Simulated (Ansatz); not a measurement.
# MnS: the cost of one run

Computed with Ansatz 0.2.0 (DFT PBE, scalar-relativistic, plane waves, PAW, unless a step's input says otherwise).

2 further runs of the same task are left out: 2 set aside as unsound or not needed.

## 1. The system as given

Symmetry: P6_3mc, No. 186, hexagonal system. The conventional cell has a = 4.015 Å, b = 4.015 Å, c = 6.428 Å, α = 90.00°, β = 90.00°, γ = 120.00°. Around Mn (site symmetry 3m) lie 4 S at 2.44 to 2.45 Å. S (site symmetry 3m) has 4 Mn at 2.44 to 2.45 Å as nearest neighbours.

As a file:

```cif
data_structure
_symmetry_space_group_name_H-M 'P 1'
_symmetry_Int_Tables_number 1
_cell_length_a 4.0152
_cell_length_b 4.0152
_cell_length_c 6.4276
_cell_angle_alpha 90.000
_cell_angle_beta 90.000
_cell_angle_gamma 120.000
_cell_volume 89.74
loop_
_atom_site_label
_atom_site_type_symbol
_atom_site_fract_x
_atom_site_fract_y
_atom_site_fract_z
_atom_site_occupancy
Mn1 Mn 0.66667 0.33333 0.49702 1
Mn2 Mn 0.33333 0.66667 0.99702 1
S1 S 0.33333 0.66667 0.37798 1
S2 S 0.66667 0.33333 0.87798 1
```

## 2. The second end member

input.yaml reads:

```yaml
crystal:
  lattice:
    - [4.0152234473, 0.0, 0.0]
    - [-2.0076117236, 3.4772855072, 0.0]
    - [0.0, 0.0, 6.427639877]
  atoms:
    - { symbol: Mn, position: [0.6666666667, 0.3333333333, 0.4970164499], spin: 4.63 }
    - { symbol: Mn, position: [0.3333333333, 0.6666666667, 0.9970164499], spin: 4.63 }
    - { symbol: S, position: [0.3333333333, 0.6666666667, 0.3779825501], spin: 0.15 }
    - { symbol: S, position: [0.6666666667, 0.3333333333, 0.8779825501], spin: 0.15 }
basis:
  ecutwfc: 420
kpoints:
  mp_grid: { grid: [12, 12, 8] }
hamiltonian:
  xc: pbe
scf:
  occupations: { method: gaussian, width: 0.1 }
output:
  forces: true
  stress: true
  eigenvalues: true
  populations: true
  write_density: true
  write_potential: true
  elf: true
  volumetric_format: npy
magnetization:
  spin_polarized: true
relax:
  adjacent_minimum: "off"
  f_tol: 0.005
  max_steps: 80
  cell: { stress_tol: 0.05 }
```

On the command line:

```
$ ansatz run input.yaml --threads 2 --pin off --max-ram 5120MiB --backend cpu --events-out ev --progress --plain --runs-dir out
```

**Question.** How long does this run take on 2 threads of Arm Neoverse V2, shared host, and how much memory does it need?

About 99 s, with a peak of 0.64 GiB.
